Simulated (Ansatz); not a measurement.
System: Ba (fcc type), 1 atom in the cell.

Theory: Ansatz, PBE with spin–orbit coupling, all-electron LAPW, point nucleus.

k-mesh 4×4×4 Γ-centred; Fermi–Dirac smearing of 0.15 eV.

```xyz
1
Lattice="0.0000 3.1748 3.1748 3.1748 0.0000 3.1748 3.1748 3.1748 0.0000" Properties=species:S:1:pos:R:3 pbc="T T T"
Ba    0.0000    0.0000    0.0000
```

What pressure does the calculation give?

The pressure is 0.23 GPa, so at these settings the cell is compressed and would expand.

The k-mesh is coarse, so these values belong to this mesh and can lie far from the converged ones. This cubic structure is a model: it isn't the usual form of the substance at ambient conditions, and such phases are metastable or hypothetical.
